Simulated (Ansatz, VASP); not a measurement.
# WS2 (monolayer WS2) in two plane-wave programs, part 2 of 2

Aim: how closely do two programs agree when they are given the same cell, functional and k mesh? The structure shown is the start of the Ansatz relaxation below; VASP solves that cell, so the two are compared at the walk's first step.

VASP 6.6.1 and Ansatz 0.2.0.

So far. Step 4 (Differences): The forces differ by 11 meV/Å r.m.s., which is 16.4 % of the r.m.s. force of 0.067 eV/Å (both taken over all components). With vacuum in the cell, a pressure given here is an average over mostly empty space and none of the material.

## Step 6: VASP: single point, PBE, start cell

Level of this step: PBE, no spin polarisation; plane waves and PAW (W, S) (VASP).

The same cell, functional, mesh and smearing now go to VASP, with its own data sets.

File INCAR:

```
SYSTEM = WS2
PREC = Accurate
ENCUT = 520
EDIFF = 1E-06
NELM = 120
ISMEAR = -1
SIGMA = 0.02
LREAL = .FALSE.
ALGO = Normal
GGA = PE
NBANDS = 15
LASPH = .TRUE.
LORBIT = 11
LWAVE = .FALSE.
LCHARG = .FALSE.
ISIF = 2
GGA_COMPAT = .FALSE.
EFERMI = MIDGAP
```

File POSCAR:

```
WS2
1.0
    3.1530000000      0.0000000000      0.0000000000
   -1.5765000000      2.7305780000      0.0000000000
    0.0000000000      0.0000000000     20.0000000000
W S
1 2
Direct
    0.3333332723      0.6666665446      0.5000000000
    0.6666667277      0.3333334554      0.5785000000
    0.6666667277      0.3333334554      0.4215000000
```

File KPOINTS:

```
Automatic mesh
0
Gamma
12 12 1
0 0 0
```

Potentials, in the order of the species: W and S (PBE family, release 64).

Launch:

```
$ mpirun -np 1 vasp_std
```

Numbers of over 12 decimals in the logs are rounded to 6 here.

What it wrote:

```text
[banner, memory and clock lines left out]
running    1 mpi-ranks, on    1 nodes
[...]
LDA part: xc-table for (Slater+PW92), standard interpolation
 POSCAR, INCAR and KPOINTS ok, starting setup
[...]
entering main loop
       N       E                     dE             d eps       ncg     rms          rms(c)
DAV:   1     0.128735306067E+03    0.12874E+03   -0.62717E+03   570   0.896E+02
DAV:   2    -0.109736498289E+02   -0.13971E+03   -0.12990E+03   929   0.185E+02
DAV:   3    -0.248803644223E+02   -0.13907E+02   -0.13774E+02   816   0.667E+01
DAV:   4    -0.251360257457E+02   -0.25566E+00   -0.25509E+00   760   0.109E+01
[...]
DAV:  21    -0.237138473924E+02   -0.20364E-05   -0.59037E-08   607   0.107E-03    0.342E-04
DAV:  22    -0.237138485684E+02   -0.11760E-05   -0.38108E-08   502   0.554E-04    0.216E-04
DAV:  23    -0.237138489072E+02   -0.33880E-06   -0.12877E-08   579   0.327E-04
   1 F= -.23713849E+02 E0= -.23713849E+02  d E =-.363266E-22
```

From OUTCAR (step 6):

```text
  Total        1.1385174      1.1385173      0.6478295     -0.0000000     -0.0000000      0.0000000
  in kB       10.5935545     10.5935537      6.0278541     -0.0000000     -0.0000000      0.0000000
  external PRESSURE =       9.0716541 kB  Pullay stress =       0.0000000 kB

 POSITION                                       TOTAL-FORCE (eV/Angst)
 -----------------------------------------------------------------------------------
      0.00000      1.82039     10.00000        -0.000000     -0.000000      0.000000
      1.57650      0.91019     11.57000         0.000000      0.000000      0.214502
      1.57650      0.91019      8.43000         0.000000      0.000000     -0.214502
 -----------------------------------------------------------------------------------
    total drift:                               -0.000000     -0.000356      0.000000

  FREE ENERGIE OF THE ION-ELECTRON SYSTEM (eV)
  ---------------------------------------------------
  free  energy   TOTEN  =       -23.7138489072 eV

  energy  without entropy=      -23.7138489072  energy(sigma->0) =      -23.71384891

[... 2 parts as in an earlier step ...]

[... 1 further part left out ...]
[key lines of the parts left out:]
E-fermi :  -1.1781
```

## Step 7: Differences

What differs besides the data sets and the points named for the pairs above, as far as they apply: the data sets hold 26 valence electrons in Ansatz (on its default PAW (the set named soft_2) files) and 18 in VASP. Total energies have different zeros and are not compared.

Forces (eV/Å; atoms numbered as in POSCAR):

| atom | Ansatz x, y, z | VASP x, y, z |
| --- | --- | --- |
| W1 | 0.000, 0.000, 0.000 | 0.000, 0.000, 0.000 |
| S2 | 0.000, 0.000, 0.270 | 0.000, 0.000, 0.215 |
| S3 | 0.000, 0.000, -0.270 | 0.000, 0.000, -0.215 |

The forces differ by 26 meV/Å r.m.s., which is 25.7 % of the r.m.s. force of 0.101 eV/Å (both taken over all components). With vacuum in the cell, a pressure given here is an average over mostly empty space and none of the material.

## Step 8: What the set-up changes

Further runs change the set-up of one program: Ansatz's method, potentials or start, or VASP's data sets, cutoff or form of LDA. The table gives that difference for each run.

| run | r.m.s. force difference (meV/Å) |
| --- | --- |
| as above | 26 |
| VASP with the data sets W_sv and S and a cutoff of 400 eV | 2.1 |

## Step 9: Ansatz: relaxation, LDA

The two programs are compared at the cell with which this relaxation starts, whose forces are those of its first step.

The structure compared here is the start of the Ansatz relaxation; VASP solves that cell, so the two are compared at the walk's first step.

File input.yaml:

```yaml
crystal:
  lattice:
    - [3.153, 0.0, 0.0]
    - [-1.5765, 2.7305780981, 0.0]
    - [0.0, 0.0, 20.0]
  atoms:
    - { symbol: W, position: [0.3333333333, 0.6666666667, 0.5] }
    - { symbol: S, position: [0.6666666667, 0.3333333333, 0.5785] }
    - { symbol: S, position: [0.6666666667, 0.3333333333, 0.4215] }
hamiltonian:
  xc: lda
kpoints:
  mp_grid: { grid: [12, 12, 1] }
scf:
  occupations: { method: fermi_dirac, width: 0.02 }
  convergence: { dr2_threshold: 1.0e-09 }
relax:
  cell: { fix: [c, alpha, beta] }
  f_tol: 0.003
  max_steps: 40
```

Launch:

```
$ ansatz run input.yaml --threads 2 --pin off --max-ram 4096MiB --backend cpu --events-out ev --progress --plain --runs-dir out
```

What it wrote:

```text
[...]
Crystal: 3 atoms, lattice volume = 172.190 Å³
Basis set: ecut = 420 eV, 3331 PW (Γ)
Bands: 17, of which v1, the nominal top of the filled ones, is band 13 counted from 1 (12 counted from 0)
Symmetry: 12 space group operations
[...]
k-points: 19 of 144 (time reversal used)
[...]
-0.000000       0.000000      -0.001812
  P = ⅓ Tr σ = -0.0003 GPa (-0.003 kbar)
--- Relaxed structure (5 steps of the walk, 5 accepted, 1 SCFs on fresh bases) ---
[...]
cell:  # Å, volume = 169.1804 Å³
    - [3.125322, 0.0, 0.0]
    - [-1.562661, 2.706608, 0.0]
    - [0.0, 0.0, 20.0]
  atoms:
    - { symbol: W, position: [0.333333, 0.666667, 0.5] }
    - { symbol: S, position: [0.666667, 0.333333, 0.578028] }
    - { symbol: S, position: [0.666667, 0.333333, 0.421972] }
[key lines of the parts left out:]
SCF converged after 5 iterations
Free energy (F): -11871.583336 eV
Fermi energy:    0.308788 eV
```

## Step 10: VASP: single point, LDA, start cell

The same cell, functional (in two slightly different forms), mesh and smearing now go to VASP, with its own data sets.

INCAR, as its differences from that of step 6:

```diff
@@ -9,3 +9,3 @@
 ALGO = Normal
-GGA = PE
+GGA = CA
 NBANDS = 15
```

POSCAR is that of step 6.

KPOINTS is that of step 6.

PAW data sets: W and S (LDA family, release 64).

Launch:

```
$ mpirun -np 1 vasp_std
```

What it wrote:

```text
[banner, memory and clock lines left out]
running    1 mpi-ranks, on    1 nodes
[...]
LDA part: xc-table for (Slater(with rela. corr.)+CA(PZ))
 , standard interpolation
 POSCAR, INCAR and KPOINTS ok, starting setup
[...]
entering main loop
       N       E                     dE             d eps       ncg     rms          rms(c)
DAV:   1     0.125725181696E+03    0.12573E+03   -0.62818E+03   570   0.895E+02
DAV:   2    -0.133302072988E+02   -0.13906E+03   -0.12952E+03   927   0.181E+02
DAV:   3    -0.273699067434E+02   -0.14040E+02   -0.13912E+02   802   0.663E+01
DAV:   4    -0.276322960192E+02   -0.26239E+00   -0.26189E+00   775   0.111E+01
[...]
DAV:  21    -0.262187820543E+02   -0.23666E-05   -0.72143E-08   607   0.107E-03    0.640E-04
DAV:  22    -0.262187832666E+02   -0.12123E-05   -0.36856E-08   565   0.639E-04    0.291E-04
DAV:  23    -0.262187835610E+02   -0.29441E-06   -0.97744E-09   544   0.387E-04
   1 F= -.26218784E+02 E0= -.26218784E+02  d E =-.421595E-22
```

From OUTCAR (step 10):

```text
  Total       -1.4289424     -1.4289423     -1.3068941      0.0000000      0.0000000      0.0000000
  in kB      -13.2958694    -13.2958684    -12.1602474      0.0000000      0.0000000      0.0000000
  external PRESSURE =     -12.9173284 kB  Pullay stress =       0.0000000 kB

 POSITION                                       TOTAL-FORCE (eV/Angst)
 -----------------------------------------------------------------------------------
      0.00000      1.82039     10.00000         0.000000     -0.000000      0.000000
      1.57650      0.91019     11.57000        -0.000000      0.000000     -0.408348
      1.57650      0.91019      8.43000        -0.000000      0.000000      0.408348
 -----------------------------------------------------------------------------------
    total drift:                               -0.000000     -0.000355      0.000000

  FREE ENERGIE OF THE ION-ELECTRON SYSTEM (eV)
  ---------------------------------------------------
  free  energy   TOTEN  =       -26.2187835610 eV

  energy  without entropy=      -26.2187835610  energy(sigma->0) =      -26.21878356

[... 2 parts as in an earlier step ...]

[... 1 further part left out ...]
[key lines of the parts left out:]
E-fermi :  -1.4126
```

## Step 11: Comparison

What differs besides the data sets and the points named for the pairs above, as far as they apply: the two LDA forms differ slightly; the data sets hold 26 valence electrons in Ansatz (on its default PAW (the set named soft_2) files) and 18 in VASP; VASP's log shows a relativistic correction to its local exchange, Ansatz's none. Total energies have different zeros and are not compared.

Forces (eV/Å; atoms numbered as in POSCAR):

| atom | Ansatz x, y, z | VASP x, y, z |
| --- | --- | --- |
| W1 | 0.000, 0.000, 0.000 | 0.000, 0.000, 0.000 |
| S2 | 0.000, 0.000, -0.396 | 0.000, 0.000, -0.408 |
| S3 | 0.000, 0.000, 0.396 | 0.000, 0.000, 0.408 |

The forces differ by 5.6 meV/Å r.m.s., which is 2.9 % of the r.m.s. force of 0.193 eV/Å (both taken over all components). With vacuum in the cell, a pressure given here is an average over mostly empty space and none of the material.

## Step 12: Outcome

```yaml
r_m_s_force_difference_single_point_pbesol_start_cell: 11 meV/Å
r_m_s_force_difference_single_point_pbe_start_cell: 26 meV/Å
r_m_s_force_difference_single_point_lda_start_cell: 5.6 meV/Å
```

In words: The r.m.s. force difference is 26 meV/Å (single point, PBE, start cell), beyond the 12 meV/Å picked in this series as the mark of a large difference. The data sets hold unlike numbers of valence electrons (26 in Ansatz and 18 in VASP), so part of the differences comes from the potentials. Single point, PBE, start cell, VASP with the data sets W_sv and S and a cutoff of 400 eV: r.m.s. force difference goes from 26 to 2.1 meV/Å. 3 further runs of this series are not shown here. How closely two codes agree says nothing of how well the functional describes the real material.

[Lines on the potential files, build, host, timing and source positions are cut from VASP's logs without a mark.]

[Logs are printed without paths, hosts, clocks, repeated set-up lines and the standing remarks that a program may print on its own settings, such as how far it seeks lower states.]

[Hosts, paths, dates, database ids (printed as entryN), source tags and the programs' standing remarks are cut or masked in the printed files.]
